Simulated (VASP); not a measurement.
# Si (Fd-3m) in VASP: single point with PBEsol

Aim: the single point of Si with PBEsol.

Everything below comes from runs of VASP 6.6.1. Logs are shortened: lines on timing, memory, paths and dates and some standing lists are left out, and cuts for length are marked.

**1. The structure**

It takes space group Fd-3m (No. 227, cubic). The conventional cell has a = 5.427 Å, b = 5.427 Å, c = 5.427 Å, α = 90.00°, β = 90.00°, γ = 90.00°. Si (site symmetry -43m) has 4 Si at 2.35 Å as nearest neighbours.

**2. Single point, PBEsol**

File INCAR:

```
SYSTEM = Si
PREC = Accurate
ENCUT = 520
EDIFF = 1E-7
ISMEAR = 0
SIGMA = 0.01
LREAL = .False.
LASPH = .True.
NELM = 100
ALGO = Normal
ISIF = 2
LWAVE = .False.
LCHARG = .False.
GGA = PS
ISYM = 0
NBANDS = 11
```

File KPOINTS:

```
Automatic mesh
0
Gamma
  8 8 8
  0.5 0.5 0.5
```

File POSCAR:

```
Si
1.0
    0.0000000000      2.7135600000      2.7135600000
    2.7135600000      0.0000000000      2.7135600000
    2.7135600000      2.7135600000      0.0000000000
Si
2
Direct
    0.7500000000      0.7500000000      0.7500000000
    0.5000000000      0.5000000000      0.5000000000
```

Potentials or basis: VASP PAW PBE potentials, release 64 (Si).

Command:

```
cat potpaw_PBE.64/Si/POTCAR > POTCAR
mpirun -np 1 vasp_std > vasp.out
```

OUTCAR:

```text
SYSTEM = Si
   PREC = Accurate
   ENCUT = 520
   EDIFF = 1E-7
   ISMEAR = 0
   LREAL = .False.
   LASPH = .True.
   NELM = 100
   ISIF = 2
   GGA = PS
   ISYM = 0

 ion  position               nearest neighbor table
   1  0.750  0.750  0.750-   2 2.35   2 2.35   2 2.35   2 2.35
   2  0.500  0.500  0.500-   1 2.35   1 2.35   1 2.35   1 2.35

IMPORTANT INFORMATION: All symmetrisations will be switched off!
NOSYMM: (Re-)initialisation of all symmetry stuff for point group C_1.

----------------------------------------------------------------------------------------

                                     Primitive cell

  volume of cell :      39.9621

  direct lattice vectors                    reciprocal lattice vectors
     0.000000000  2.713560000  2.713560000    -0.184259792  0.184259792  0.184259792
     2.713560000  0.000000000  2.713560000     0.184259792 -0.184259792  0.184259792
     2.713560000  2.713560000  0.000000000     0.184259792  0.184259792 -0.184259792

  length of vectors
     3.837553354  3.837553354  3.837553354     0.319147321  0.319147321  0.319147321

  position of ions in fractional coordinates (direct lattice)
     0.750000000  0.750000000  0.750000000
     0.500000000  0.500000000  0.500000000

  ion indices of the primitive-cell ions
   primitive index   ion index
                 1           1
                 2           2

----------------------------------------------------------------------------------------

 KPOINTS: Automatic mesh

Automatic generation of k-mesh.
 Grid dimensions read from file:
 generate k-points for:    8    8    8

 Generating k-lattice:

  Cartesian coordinates                     Fractional coordinates (reciprocal lattice)
    -0.023032474  0.023032474  0.023032474     0.125000000  0.000000000  0.000000000
     0.023032474 -0.023032474  0.023032474     0.000000000  0.125000000  0.000000000
     0.023032474  0.023032474 -0.023032474     0.000000000  0.000000000  0.125000000

  Length of vectors
     0.039893415  0.039893415  0.039893415

  Shift w.r.t. Gamma in fractional coordinates (k-lattice)
     0.500000000  0.500000000  0.500000000

 Subroutine IBZKPT returns following result:
 ===========================================

 Found   1024 irreducible k-points:

 Following reciprocal coordinates:
            Coordinates               Weight
  0.062500  0.062500  0.062500      2.000000
  0.062500  0.000000  0.000000      2.000000
  0.000000  0.000000 -0.062500      2.000000
  0.000000  0.062500  0.000000      2.000000
  0.187500  0.062500  0.062500      2.000000
  0.062500  0.187500  0.062500      2.000000
[... 16 lines left out ...]
  0.000000  0.250000 -0.062500      2.000000
  0.250000  0.000000 -0.062500      2.000000
 [... further k-points ...]
   k-points           NKPTS =   1024   k-points in BZ     NKDIM =   1024   number of bands    NBANDS=     11
   number of dos      NEDOS =    301   number of ions     NIONS =      2
   total plane-waves  NPLWV =  27000
   dimension x,y,z NGX =    30 NGY =   30 NGZ =   30
   dimension x,y,z NGXF=    60 NGYF=   60 NGZF=   60
   ions per type =               2
   NGX,Y,Z   is equivalent  to a cutoff of  13.00, 13.00, 13.00 a.u.
   NGXF,Y,Z  is equivalent  to a cutoff of  25.99, 25.99, 25.99 a.u.
 SYSTEM =  Si
   PREC   = accura    normal or accurate (medium, high low for compatibility)
   ISTART =      0    job   : 0-new  1-cont  2-samecut
   ICHARG =      2    charge: 1-file 2-atom 10-const
   ISPIN  =      1    spin polarized calculation?
   LNONCOLLINEAR =      F non collinear calculations
   LSORBIT =      F    spin-orbit coupling
   LASPH  =      T    aspherical Exc in radial PAW
   ENCUT  =  520.0 eV  38.22 Ry    6.18 a.u.   7.14  7.14  7.14*2*pi/ulx,y,z
   NELM   =    100;   NELMIN=  2; NELMDL= -5     # of ELM steps
   EDIFF  = 0.1E-06   stopping-criterion for ELM
   LREAL  =      F    real-space projection
   EDIFFG = 0.1E-05   stopping-criterion for IOM
   NSW    =      0    number of steps for IOM
   IBRION =     -1    ionic relax: 0-MD 1-quasi-New 2-CG
   NFREE  =      0    steps in history (QN), initial steepest desc. (CG)
   ISIF   =      2    stress and relaxation
   ISYM   =      0    0-nonsym 1-usesym 2-fastsym
   POTIM  = 0.5000    time-step for ionic-motion
   TEBEG  =    0.0;   TEEND  =   0.0 temperature during run
   PSTRESS=    0.0 pullay stress
   NELECT =       8.0000    total number of electrons
   NUPDOWN=      -1.0000    fix difference up-down
   EMIN   =  10.00;   EMAX   =-10.00  energy-range for DOS
   EFERMI =   0.00;   METHOD = LEGACY
   ISMEAR =     0;   SIGMA  =   0.01  broadening in eV -4-tet -1-fermi 0-gaus
   EFERMI_NEDOS =   21; number of points for ismear=-14 and -15
   IALGO  =     38    algorithm
   IMIX   =      4    mixing-type and parameters
     AMIX     =   0.40;   BMIX     =  1.00
     AMIX_MAG =   1.60;   BMIX_MAG =  1.00
  volume/ion in A,a.u.               =      19.98       134.84
  Fermi-wavevector in a.u.,A,eV,Ry     =   0.957684  1.809760 12.478691  0.917158
  Thomas-Fermi vector in A             =   2.086724
   LORBIT       =      0    0 simple, 1 ext, 2 COOP (PROOUT), +10 PAW based schemes
   GGA     = PS    functional components
   LHFCALC =     F    Hartree Fock is set to
   AEXX    =    0.0000 exact exchange contribution
   IVDW    =     0    specifies the selected vdW correction
   LEPSILON=     F    determine dielectric tensor
   LRPA    =     F    only Hartree local field effects (RPA)
 non-spin polarized calculation
 Gauss-broadening in eV      SIGMA  =   0.01
  energy-cutoff  :      520.00
  volume of cell :       39.96
 maximum number of plane-waves:      1085
 NGX is ok and might be reduce to    30
   NGX = 15   NGY = 15   NGZ = 15

 number of electron       8.0000000 magnetization

 Free energy of the ion-electron system (eV)
  ---------------------------------------------------
  ext. energy  EPLUGINS =         0.00000000
  ---------------------------------------------------
  free energy    TOTEN  =       -11.49315885 eV

  energy without entropy =      -11.49315885  energy(sigma->0) =      -11.49315885

 E-fermi :   5.8357     XC(G=0):  -9.5613

 val. band max:        5.7237977016   @ k =   0.0625   0.0000   0.0000
 cond. band min:       6.4188790890   @ k =   0.0000   0.5000   0.4375
 fundamental gap:      0.6950813874
 Fermi energy:         5.8356892142

 k-point     1 :       0.0625    0.0625    0.0625
  band No.  band energies     occupation
      1      -6.1426      2.00000
      2       5.2731      2.00000
      3       5.7238      2.00000
      4       5.7238      2.00000
      5       8.3910      0.00000
      6       8.4538      0.00000
      7       8.4538      0.00000
      8       9.5356      0.00000
      9      13.3250      0.00000
     10      13.3250      0.00000
     11      13.7579      0.00000

 k-point     2 :       0.0625    0.0000    0.0000
  band No.  band energies     occupation
      1      -6.1426      2.00000
      2       5.2731      2.00000
      3       5.7238      2.00000
      4       5.7238      2.00000
      5       8.3910      0.00000
      6       8.4538      0.00000
      7       8.4538      0.00000
      8       9.5356      0.00000
      9      13.3250      0.00000
     10      13.3250      0.00000
     11      13.7579      0.00000

 k-point     3 :       0.0000    0.0000   -0.0625
  band No.  band energies     occupation
      1      -6.1426      2.00000
      2       5.2731      2.00000
      3       5.7238      2.00000
      4       5.7238      2.00000
      5       8.3910      0.00000
      6       8.4538      0.00000
      7       8.4538      0.00000
      8       9.5356      0.00000
      9      13.3250      0.00000
     10      13.3250      0.00000
     11      13.7579      0.00000

 k-point     4 :       0.0000    0.0625    0.0000
  band No.  band energies     occupation
      1      -6.1426      2.00000
      2       5.2731      2.00000
      3       5.7238      2.00000
      4       5.7238      2.00000
      5       8.3910      0.00000
      6       8.4538      0.00000
      7       8.4538      0.00000
      8       9.5356      0.00000
      9      13.3250      0.00000
     10      13.3250      0.00000
     11      13.7579      0.00000

 k-point     5 :       0.1875    0.0625    0.0625
  band No.  band energies     occupation
      1      -5.8699      2.00000
      2       3.7557      2.00000
      3       4.8884      2.00000
      4       5.6082      2.00000
      5       8.4717      0.00000
      6       8.6994      0.00000
      7       9.0090      0.00000
      8      10.9497      0.00000
      9      12.4688      0.00000
     10      13.2891      0.00000
     11      14.7315      0.00000
[... 211 lines left out ...]
 k-point    21 :       0.3125    0.2500    0.2500
  band No.  band energies     occupation
      1      -5.2105      2.00000
      2       1.4929      2.00000
      3       4.3969      2.00000
      4       5.1378      2.00000
      5       8.0260      0.00000
      6       9.1809      0.00000
      7       9.4698      0.00000
      8      12.3787      0.00000
      9      12.5182      0.00000
     10      14.3083      0.00000
     11      14.8217      0.00000

 k-point    22 :       0.0625   -0.2500    0.0000
  band No.  band energies     occupation
      1      -5.2105      2.00000
      2       1.4929      2.00000
      3       4.3969      2.00000
      4       5.1378      2.00000
      5       8.0260      0.00000
      6       9.1809      0.00000
      7       9.4698      0.00000
      8      12.3787      0.00000
      9      12.5182      0.00000
     10      14.3083      0.00000
     11      14.8217      0.00000

 k-point    23 :       0.0000    0.2500   -0.0625
  band No.  band energies     occupation
      1      -5.2105      2.00000
      2       1.4929      2.00000
      3       4.3969      2.00000
      4       5.1378      2.00000
      5       8.0260      0.00000
      6       9.1809      0.00000
      7       9.4698      0.00000
      8      12.3787      0.00000
      9      12.5182      0.00000
     10      14.3083      0.00000
     11      14.8217      0.00000

 k-point    24 :       0.2500    0.0000   -0.0625
  band No.  band energies     occupation
      1      -5.2105      2.00000
      2       1.4929      2.00000
      3       4.3969      2.00000
      4       5.1378      2.00000
      5       8.0260      0.00000
      6       9.1809      0.00000
      7       9.4698      0.00000
      8      12.3787      0.00000
      9      12.5182      0.00000
     10      14.3083      0.00000
     11      14.8217      0.00000

 [... further k-points ...]

------------------------ aborting loop because EDIFF is reached ----------------------------------------

  FORCE on cell =-STRESS in cart. coord.  units (eV):
  Direction    XX          YY          ZZ          XY          YZ          ZX
  --------------------------------------------------------------------------------------
  -------------------------------------------------------------------------------------
  Total        0.1115819      0.1115820      0.1115820      0.0000001     -0.0000024     -0.0000003
  in kB        4.4735904      4.4735925      4.4735925      0.0000031     -0.0000977     -0.0000114
  external PRESSURE =       4.4735918 kB  Pullay stress =       0.0000000 kB

 VOLUME and BASIS-vectors are now :
 -----------------------------------------------------------------------------
  energy-cutoff  :      520.00
  volume of cell :       39.96
      direct lattice vectors                 reciprocal lattice vectors
     0.000000000  2.713560000  2.713560000    -0.184259792  0.184259792  0.184259792
     2.713560000  0.000000000  2.713560000     0.184259792 -0.184259792  0.184259792
     2.713560000  2.713560000  0.000000000     0.184259792  0.184259792 -0.184259792

 POSITION                                       TOTAL-FORCE (eV/Angst)
 -----------------------------------------------------------------------------------
      4.07034      4.07034      4.07034        -0.000000      0.000000     -0.000000
      2.71356      2.71356      2.71356         0.000000     -0.000000      0.000000
 -----------------------------------------------------------------------------------
    total drift:                               -0.000000      0.000000      0.000000

  FREE ENERGIE OF THE ION-ELECTRON SYSTEM (eV)
  ---------------------------------------------------
  free  energy   TOTEN  =       -11.4931588475 eV

  energy  without entropy=      -11.4931588475  energy(sigma->0) =      -11.49315885
```

It took 3.4 min on 1 thread of Intel Xeon Platinum 8488C (Sapphire Rapids), shared host; peak memory 0.44 GiB.

Results:

```yaml
Free_energy: -11.4932 eV
Pressure: 0.4 GPa
Band_gap_on_the_k_mesh: 0.70 eV, indirect (least direct gap 2.67 eV)
```

Levels at points of the mesh, in eV from the valence-band top:
```
           k point  band 1  band 2  band 3  band 4  band 5  band 6  band 7  band 8  band 9
(0.06, 0.06, 0.06)  -11.87   -0.45    0.00    0.00    2.67    2.73    2.73    3.81    7.60
```

Caveat: the PAW data sets were made with another functional, which shifts forces and pressure a little.
